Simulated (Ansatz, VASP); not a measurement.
## WC (Qusongite): VASP beside Ansatz

```
CELL_PARAMETERS angstrom
2.90650 0.00000 0.00000
-1.45325 2.51710 0.00000
0.00000 0.00000 2.83660
ATOMIC_POSITIONS crystal
W 0.00000 0.00000 0.00000
C 0.66667 0.33333 0.50000
```

Alike in both runs: task band structure; functional PBE; k mesh 10 × 10 × 9; occupations fermi-dirac, width 0.05 eV; no spin polarisation.

```csv
,VASP,Ansatz
version,VASP 6.6.1,Ansatz 0.2.0
potentials or method,"VASP PAW PBE potentials, release 54 (W_sv, C)",Ansatz PAW
plane-wave cutoff (eV),520,420
valence electrons in the cell,18,18
```

VASP gave:

| Item | Value |
| --- | --- |
| gap on the k mesh at the Fermi level (eV) | none |
| pressure (GPa) | 6.7 |
| largest component of the traceless stress (GPa) | 0.37 |

Q: What did Ansatz give for the same quantities?

A: gap on the k mesh at the Fermi level (eV): none; pressure (GPa): 5.6; largest component of the traceless stress (GPa): 0.56.

A gap of «none» marks a metal or a gap that the smearing closes.

Caveats: spin-orbit coupling is left out, which moves the levels of the heavy elements; the pressure holds a Pulay correction of +0.3 GPa for the finite cutoff (Ansatz).
